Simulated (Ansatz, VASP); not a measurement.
# Two plane-wave programs on ZrS

INCAR

```
PREC = Accurate
ENCUT = 600
EDIFF = 1E-6
ISMEAR = 0
SIGMA = 0.1
LREAL = F
LASPH = T
NELM = 100
ALGO = Fast
ISIF = 3
LWAVE = F
LCHARG = F
GGA = PS
IBRION = 2
NSW = 70
EDIFFG = -0.005
```

The input KPOINTS:

```
Automatic mesh
0
Gamma
  14 14 14
```

POSCAR

```
ZrS
1.0
    0.0000000000      2.6142601011      2.6142601011
    2.6142601011      0.0000000000      2.6142601011
    2.6142601011      2.6142601011      0.0000000000
Zr S
1 1
Direct
    0.0000000000      0.0000000000      0.0000000000
    0.5000000000      0.5000000000      0.5000000000
```

Input for Ansatz:

```yaml
crystal:
  lattice:
    - [0.0, 2.6142601011, 2.6142601011]
    - [2.6142601011, 0.0, 2.6142601011]
    - [2.6142601011, 2.6142601011, 0.0]
  atoms:
    - { symbol: Zr, position: [0.0, 0.0, 0.0] }
    - { symbol: S, position: [0.5, 0.5, 0.5] }
basis:
  ecutwfc: 420
kpoints:
  mp_grid: { grid: [14, 14, 14] }
hamiltonian:
  xc: pbesol
scf:
  occupations: { method: gaussian, width: 0.1 }
output:
  forces: true
  stress: true
  eigenvalues: true
relax:
  adjacent_minimum: "off"
  f_tol: 0.005
  max_steps: 50
  cell: { stress_tol: 0.05 }
```

Alike in both runs: task relaxation of cell and atoms; functional PBEsol; k mesh 14 × 14 × 14; occupations gaussian, width 0.1 eV; no spin polarisation.

|  | VASP | Ansatz |
| --- | --- | --- |
| version | VASP 6.6.1 | Ansatz 0.2.0 |
| potentials or method | VASP PAW PBE potentials, release 64 (Zr_sv, S) | scalar-relativistic, plane waves, PAW |
| plane-wave cutoff (eV) | 600 | 420 |
| valence electrons in the cell | 18 | 18 |

|  | VASP | Ansatz | Ansatz less VASP |
| --- | --- | --- | --- |
| gap on the k mesh at the Fermi level, each at its own relaxed structure (eV) | none | none | - |
| relaxed volume (Å³/atom) | 17.27 | 17.23 | -0.036 |
| relaxed cell length with the largest relative difference (Å) | 3.655 | 3.653 | -0.0025 |
| energy change over the relaxation (meV/atom) | -9 | -10 | -1.0 |

A gap of «none» marks a metal or a gap that the smearing closes.

Caveats: the bands computed are all filled at some k points, so no gap is given; the PAW data sets were made with another functional, which shifts forces and pressure a little (VASP).
